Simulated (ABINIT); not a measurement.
Crystal: Bi.

```
Bi
1.0
     2.26750    1.30914    3.93800
    -2.26750    1.30914    3.93800
     0.00000   -2.61828    3.93800
Bi
2
Cartesian
  0.0000 0.0000 9.0495
  0.0000 0.0000 2.7645
```

Base run:

| Item | Value |
| --- | --- |
| Program | ABINIT 10.8.3 (patched build) |
| Functional | LDA |
| Potentials or basis | JTH PAW PBE v2.0 |
| Cutoff | 707 eV |
| k mesh | 7 × 7 × 7 |
| Occupations | fermi-dirac, width 0.05 eV |
| Spin | no spin polarisation |

Its results: pressure -2.0 GPa; largest force 0.058 eV/Å.

Q: After a change of settings the same cell gave: pressure -0.8 GPa; largest force 0.138 eV/Å. Which change was it?
A. functional from LDA to BLYP
B. functional from LDA to RPBE
C. functional from LDA to PBEsol
D. functional from LDA to r2SCAN

A: C.

PBEsol binds less tightly than LDA, so the same cell stands under more pressure.

Caveats: the PAW data sets were made with another functional, which shifts forces and pressure a little.

Runs at the PBE level aren't shown here.
